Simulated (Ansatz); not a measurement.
## C under changes of volume

One of the cells (5.672 Å³/atom); the others are scaled copies at fixed shape and fractional positions:

```
C
1.0
     0.00000    1.78337    1.78337
     1.78337    0.00000    1.78337
     1.78337    1.78337    0.00000
C
2
Direct
  0.75000 0.75000 0.75000
  0.50000 0.50000 0.50000
```

This isn't the form of C at room conditions, which is graphite.

| Item | Value |
| --- | --- |
| Program | Ansatz 0.2.0 |
| Functional | revPBE |
| Dispersion | D3(BJ) |
| Potentials or basis | Ansatz PAW |
| Cutoff | 420 eV (not typed: the program's choice for these potentials) |
| k mesh | 13 × 13 × 13 |
| Occupations | fermi-dirac, width 0.05 eV |
| Spin | no spin polarisation |

```tsv
volume (Å³/atom)	energy over the lowest point (meV/atom)	pressure (GPa)	gap on the mesh (eV)
5.332	?	?	?
5.445	6.45	14.1	4.23
5.558	0.00	4.3	4.19
5.672	0.10	-4.6	4.14
5.785	6.24	-12.6	4.10
5.899	17.82	-20.0	4.07
6.012	34.40	-26.7	4.03
```

**Question.** What does the run at 5.332 Å³/atom give?

**Answer.** Energy over the lowest point 20.19 meV/atom; pressure 24.8 GPa; gap on the mesh 4.28 eV.

Worked out: A Birch-Murnaghan fit of order 3 (a polynomial in V^(-2/3)) to the other rows has its minimum at 5.61 Å³/atom with B0 = V·E''(V) = 439 GPa and B' = 3.5. It gives 20.03 meV/atom at 5.332 Å³/atom, against the run's 20.19, and -dE/dV = 24.6 GPa, against 24.8. A straight line through the other rows of the gap, of slope -2.02 eV per unit of ln V, extrapolates to 4.27 eV, against the run's 4.28.

Energies are extrapolated to zero smearing.

Caveats: odd divisions of the mesh miss points on the zone boundary, where band edges often lie, so the gap on the mesh can be too wide; the PAW data sets come from PBE, with cores solved anew for the run's functional, which leaves a small shift of forces and pressure.

A mesh can miss the band edges.
